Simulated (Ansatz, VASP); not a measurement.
## B in VASP and in Ansatz

INCAR

```
SYSTEM = B
ALGO = Fast
EDIFF = 1E-7
EDIFFG = -0.01
ENCUT = 600
IBRION = 2
ISIF = 3
ISMEAR = -1
LASPH = .TRUE.
LCHARG = .FALSE.
LREAL = .FALSE.
LWAVE = .FALSE.
NELM = 100
NSW = 80
PREC = Accurate
SIGMA = 0.1
```

The input KPOINTS:

```
k-points
0
G
  17 17 9
  0 0 0
```

File POSCAR:

```
B
1.0
    2.1005919712      0.0000000000      0.0000000000
   -1.0502959856      1.8191660100      0.0000000000
    0.0000000000      0.0000000000      3.4302666889
B
2
Direct
    0.3333333333      0.6666666667      0.2500000000
    0.6666666667      0.3333333333      0.7500000000
```

Input for Ansatz:

```yaml
crystal:
  lattice:
    - [2.1005919712, 0.0, 0.0]
    - [-1.0502959856, 1.81916601, 0.0]
    - [0.0, 0.0, 3.4302666889]
  atoms:
    - { symbol: B, position: [0.3333333333, 0.6666666667, 0.25] }
    - { symbol: B, position: [0.6666666667, 0.3333333333, 0.75] }
hamiltonian:
  xc: lda
  pseudopotentials:
    kind: paw
    azcp:
      B: "pseudopotentials/B.paw.azcp"
basis:
  ecutwfc: 420
  fft_grid_basis: typed
kpoints:
  mp_grid: { grid: [17, 17, 9], shift: [0, 0, 0] }
magnetization:
  spin_polarized: false
scf:
  occupations: { method: fermi_dirac, width: 0.1 }
relax:
  max_steps: 60
  f_tol: 0.01
  cell: {}
output:
  write_density: true
  write_potential: true
  elf: true
  volumetric_format: npy
```

The cell was built by a generator and needn't be a form met in nature.

Alike in both runs: task relaxation of cell and atoms; functional LDA; k mesh 17 × 17 × 9; occupations fermi-dirac, width 0.1 eV; no spin polarisation.

```csv
,VASP,Ansatz
version,VASP 6.6.1,Ansatz 0.2.0
potentials or method,"VASP PAW LDA potentials, release 64 (B)","plane waves (420 eV) with PAW, scalar-relativistic"
plane-wave cutoff (eV),600,420
valence electrons in the cell,6,6
```

|  | VASP | Ansatz | Ansatz less VASP |
| --- | --- | --- | --- |
| relaxed volume (Å³/atom) | 7.50 | 8.64 | +1.140 |
| relaxed cell length with the largest relative difference (Å) | 6.007 | 6.934 | +0.9268 |
| energy change over the relaxation (meV/atom) | -823 | -897 | -73.8 |

One of these differences is far larger than is usual between the two programs; its cause wasn't traced. Ansatz warned: «pseudo_functional_mismatch».
